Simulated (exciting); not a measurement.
# Mo (Im-3m) in exciting: reference runs

How does Mo come out in PBEsol? The cell is run as given and disturbed, and energy against volume gives the equilibrium volume and stiffness.

All numbers are computed with exciting (release sodium); they aren't measurements. Logs are shortened: lines on timing, memory, paths and dates and some standing lists are left out, and cuts for length are marked.

## Step 1: The structure

The structure is cubic, space group Im-3m (No. 229). The conventional cell has a = 3.168 Å, b = 3.168 Å, c = 3.168 Å, α = 90.00°, β = 90.00°, γ = 90.00°. Mo (site symmetry m-3m) has 8 Mo at 2.74 Å as nearest neighbours.

## Step 2: Single point, PBEsol

input.xml

```xml
<input>
  <title>Mo</title>
  <structure speciespath="./" tshift="false">
    <crystal scale="1">
      <basevect>-2.992965190616 2.992965190616 2.992965190616</basevect>
      <basevect>2.992965190616 -2.992965190616 2.992965190616</basevect>
      <basevect>2.992965190616 2.992965190616 -2.992965190616</basevect>
    </crystal>
    <species speciesfile="Mo.xml" rmt="2.3">
      <atom coord="0.000000000000 0.000000000000 0.000000000000"/>
    </species>
  </structure>
  <groundstate do="fromscratch" ngridk="12 12 12" rgkmax="9" gmaxvr="14" lmaxapw="10" lmaxmat="10" lmaxvr="8" xctype="GGA_PBE_SOL" stype="Fermi Dirac" swidth="0.00183747" nempty="12" ValenceRelativity="iora*" epsengy="1e-05" epspot="1e-05" maxscl="60" tforce="true" outputlevel="normal"/>
  <properties>
    <chargedensityplot>
      <plot3d>
        <box grid="14 14 14">
          <origin coord="0 0 0"/>
          <point coord="1 0 0"/>
          <point coord="0 1 0"/>
          <point coord="0 0 1"/>
        </box>
      </plot3d>
    </chargedensityplot>
    <elfplot>
      <plot3d>
        <box grid="14 14 14">
          <origin coord="0 0 0"/>
          <point coord="1 0 0"/>
          <point coord="0 1 0"/>
          <point coord="0 0 1"/>
        </box>
      </plot3d>
    </elfplot>
    <exccplot>
      <plot3d>
        <box grid="14 14 14">
          <origin coord="0 0 0"/>
          <point coord="1 0 0"/>
          <point coord="0 1 0"/>
          <point coord="0 0 1"/>
        </box>
      </plot3d>
    </exccplot>
  </properties>
</input>
```

Potentials or basis: all-electron LAPW+lo, shipped species files, valence relativity iora*.

Started as:

```sh
> OMP_NUM_THREADS=1 exciting_smp
```

INFO.OUT:

```text
================================================================================
EXCITING SODIUM started
[... 10 lines left out ...]

 Lattice vectors (cartesian) :
     -2.9929651906      2.9929651906      2.9929651906
      2.9929651906     -2.9929651906      2.9929651906
      2.9929651906      2.9929651906     -2.9929651906

 Reciprocal lattice vectors (cartesian) :
     -0.0000000000      1.0496589347      1.0496589347
      1.0496589347     -0.0000000000      1.0496589347
      1.0496589347      1.0496589347     -0.0000000000

 Unit cell volume                           :     107.2420207815
 Brillouin zone volume                      :       2.3129945858

 Species :    1 (Mo)
     parameters loaded from                 :    Mo.xml
     name                                   :    molybdenum
     nuclear charge                         :     -42.00000000
     electronic charge                      :      42.00000000
     atomic mass                            :  174887.92120000
     muffin-tin radius                      :       2.30000000
     # of radial points in muffin-tin       :     400

     atomic positions (lattice) :
       1 :   0.00000000  0.00000000  0.00000000

 Total number of atoms per unit cell        :       1

 Spin treatment                             :    spin-unpolarised

 Number of Bravais lattice symmetries       :      48
 Number of crystal symmetries               :      48

 k-point grid                               :      12   12   12
 Total number of k-points                   :      72
 k-point set is reduced with crystal symmetries

 R^MT_min * |G+k|_max (rgkmax)              :       9.00000000
 Species with R^MT_min                      :       1 (Mo)
 Maximum |G+k| for APW functions            :       3.91304348
 Maximum |G| for potential and density      :      14.00000000

 G-vector grid sizes                        :      24    24    24
 Total number of G-vectors                  :    4921

 Maximum angular momentum used for
     APW functions                          :      10
     computing H and O matrix elements      :      10
     potential and density                  :       8
     inner part of muffin-tin               :       2

 Total nuclear charge                       :     -42.00000000
 Total electronic charge                    :      42.00000000
 Total core charge                          :      28.00000000
 Total valence charge                       :      14.00000000

 Number of empty states                     :      12
 Total number of valence states             :      20

 Maximum Hamiltonian size                   :     129
 Maximum number of plane-waves              :     116
 Total number of local-orbitals             :      13

 Exchange-correlation type                  :      22
[... 23 lines left out ...]
+ SCF iteration number :    1                                                  +
++++++++++++++++++++++++++++++++++++++++++++++++++++++++++++++++++++++++++++++++
 Total energy                               :     -4038.62751079
 _______________________________________________________________
 Fermi energy                               :         0.52540742
 Kinetic energy                             :      4201.08044383
 Coulomb energy                             :     -8118.22012724
 Exchange energy                            :      -118.99656519
 Correlation energy                         :        -2.49126219

 DOS at Fermi energy (states/Ha/cell)       :        16.90866490

 Electron charges :
     core                                   :        28.00000000
     core leakage                           :         0.00000363
     valence                                :        14.00000000
     interstitial                           :         2.63075412
     charge in muffin-tin spheres :
                  atom     1    Mo          :        39.36924588
     total charge in muffin-tins            :        39.36924588
     total charge                           :        42.00000000

++++++++++++++++++++++++++++++++++++++++++++++++++++++++++++++++++++++++++++++++
+ SCF iteration number :    2                                                  +
++++++++++++++++++++++++++++++++++++++++++++++++++++++++++++++++++++++++++++++++
 Total energy                               :     -4043.51440777
 _______________________________________________________________
 Fermi energy                               :         0.51410980
 Kinetic energy                             :      4198.27190936
 Coulomb energy                             :     -8120.17846487
 Exchange energy                            :      -119.11649975
 Correlation energy                         :        -2.49135251

 DOS at Fermi energy (states/Ha/cell)       :         9.02588874

 Electron charges :
     core                                   :        28.00000000
     core leakage                           :         0.00000348
     valence                                :        14.00000000
     interstitial                           :         2.52887782
     charge in muffin-tin spheres :
                  atom     1    Mo          :        39.47112218
     total charge in muffin-tins            :        39.47112218
     total charge                           :        42.00000000

 RMS change in effective potential (target) :  0.513187E-01  ( 0.100000E-04)
 Absolute change in total energy   (target) :   4.88690      ( 0.100000E-04)
 Charge distance                   (target) :  0.588767E-02  ( 0.100000E-04)
 Abs. change in max-nonIBS-force   (target) :   0.00000      ( 0.500000E-04)

++++++++++++++++++++++++++++++++++++++++++++++++++++++++++++++++++++++++++++++++
+ SCF iteration number :    3                                                  +
++++++++++++++++++++++++++++++++++++++++++++++++++++++++++++++++++++++++++++++++
 Total energy                               :     -4046.01837997
 _______________________________________________________________
 Fermi energy                               :         0.50681236
 Kinetic energy                             :      4196.76267601
 Coulomb energy                             :     -8121.11047067
 Exchange energy                            :      -119.17919470
 Correlation energy                         :        -2.49139061

 DOS at Fermi energy (states/Ha/cell)       :         7.93365387

 Electron charges :
     core                                   :        28.00000000
     core leakage                           :         0.00000341
     valence                                :        14.00000000
     interstitial                           :         2.47324587
     charge in muffin-tin spheres :
                  atom     1    Mo          :        39.52675413
     total charge in muffin-tins            :        39.52675413
     total charge                           :        42.00000000
[... 185 lines left out ...]
 DOS at Fermi energy (states/Ha/cell)       :         8.42932632

 Electron charges :
     core                                   :        28.00000000
     core leakage                           :         0.00000340
     valence                                :        14.00000000
     interstitial                           :         2.41974043
     charge in muffin-tin spheres :
                  atom     1    Mo          :        39.58025957
     total charge in muffin-tins            :        39.58025957
     total charge                           :        42.00000000

 RMS change in effective potential (target) :  0.119805E-07  ( 0.100000E-04)
 Absolute change in total energy   (target) :  0.317252E-05  ( 0.100000E-04)
 Charge distance                   (target) :  0.709535E-08  ( 0.100000E-04)
 Abs. change in max-nonIBS-force   (target) :   0.00000      ( 0.500000E-04)

++++++++++++++++++++++++++++++++++++++++++++++++++++++++++++++++++++++++++++++++
+ SCF iteration number :   11                                                  +
++++++++++++++++++++++++++++++++++++++++++++++++++++++++++++++++++++++++++++++++
 Total energy                               :     -4047.43834927
 _______________________________________________________________
 Fermi energy                               :         0.50042896
 Kinetic energy                             :      4195.66887005
 Coulomb energy                             :     -8121.39595867
 Exchange energy                            :      -119.21994274
 Correlation energy                         :        -2.49131790

 DOS at Fermi energy (states/Ha/cell)       :         8.42932629

 Electron charges :
     core                                   :        28.00000000
     core leakage                           :         0.00000340
     valence                                :        14.00000000
     interstitial                           :         2.41974044
     charge in muffin-tin spheres :
                  atom     1    Mo          :        39.58025956
     total charge in muffin-tins            :        39.58025956
     total charge                           :        42.00000000

 RMS change in effective potential (target) :  0.132576E-07  ( 0.100000E-04)
 Absolute change in total energy   (target) :  0.387301E-06  ( 0.100000E-04)
 Charge distance                   (target) :  0.250676E-08  ( 0.100000E-04)
 Abs. change in max-nonIBS-force   (target) :   0.00000      ( 0.500000E-04)

++++++++++++++++++++++++++++++++++++++++++++++++++++++++++++++++++++++++++++++++
| Convergency criteria checked for the last 2 iterations                       +
| Convergence targets achieved. Performing final SCF iteration                 +
++++++++++++++++++++++++++++++++++++++++++++++++++++++++++++++++++++++++++++++++
 Total energy                               :     -4047.43834618
 _______________________________________________________________
 Fermi energy                               :         0.50042898
 Kinetic energy                             :      4195.66887065
 Coulomb energy                             :     -8121.39595630
 Exchange energy                            :      -119.21994263
 Correlation energy                         :        -2.49131790

 DOS at Fermi energy (states/Ha/cell)       :         8.42932280

 Electron charges :
     core                                   :        28.00000000
     core leakage                           :         0.00000340
     valence                                :        14.00000000
     interstitial                           :         2.41974040
     charge in muffin-tin spheres :
                  atom     1    Mo          :        39.58025960
     total charge in muffin-tins            :        39.58025960
     total charge                           :        42.00000000

++++++++++++++++++++++++++++++++++++++++++++++++++++++++++++++++++++++++++++++++
+ Self-consistent loop stopped                                                 +
++++++++++++++++++++++++++++++++++++++++++++++++++++++++++++++++++++++++++++++++
 STATE.OUT is written

--------------------------------------------------------------------------------
- Writing atomic positions and forces                                          -
--------------------------------------------------------------------------------

 Atomic positions (lattice) :
 atom     1  Mo  :     0.00000000    0.00000000    0.00000000

 Total atomic forces including IBS (cartesian) :
 atom     1  Mo  :     0.00000000    0.00000000    0.00000000

 Atomic force components including IBS (cartesian) :
 atom     1  Mo  :     0.00000000    0.00000000    0.00000000   HF force
                 :     0.00000000    0.00000000    0.00000000   core correction
                 :     0.00000000    0.00000000    0.00000000   IBS correction

********************************************************************************
[... 7 lines left out ...]
| EXCITING SODIUM stopped                                                      =
================================================================================
```

Run time: 32 s. Hardware: 1 thread of Arm Neoverse V2, shared host; peak memory 0.09 GiB.

What came out:

| Item | Value |
| --- | --- |
| Free energy | -110136.4107 eV |
| Band gap on the k mesh | none (metal or under the smearing width) |
| All electrons inside the program's atomic spheres | Mo 39.58 (radii Mo 2.3 bohr) |

Caveat: the log's total energy holds no entropy term; the free energy is that total less TS from the occupations.

(Part 1 of 2 ends here.)
